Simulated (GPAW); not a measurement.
PbS (Galena):

```
CELL_PARAMETERS angstrom
0.00000 2.96575 2.96575
2.96575 0.00000 2.96575
2.96575 2.96575 0.00000
ATOMIC_POSITIONS crystal
Pb 0.00000 0.00000 0.00000
S 0.50000 0.50000 0.50000
```

Base run:

```yaml
Program: GPAW 26.7.0
Functional: BEEF-vdW
Potentials_or_basis: GPAW PAW data sets (gpaw-data 1.2.1)
Cutoff: 600 eV
Basis: pw
k_mesh: 6 × 6 × 6
Occupations: fermi-dirac, width 0.05 eV
Spin: spin-orbit coupling, no magnetisation
```

Its results: band gap on the k mesh 0.16 eV, direct.

**Question.** The run is repeated on the same cell with these changes: functional from BEEF-vdW to vdW-DF-cx; spin axis theta (degrees) from 0 to 90. What comes out?

**Answer.** Band gap on the k mesh 0.31 eV, direct.

Caveats: spin-orbit coupling was added after a scalar SCF, so levels and gaps hold it while energy, forces, pressure and moments don't; this program's spin-orbit splittings come out too wide for heavy elements.

A k mesh can miss the band edges.
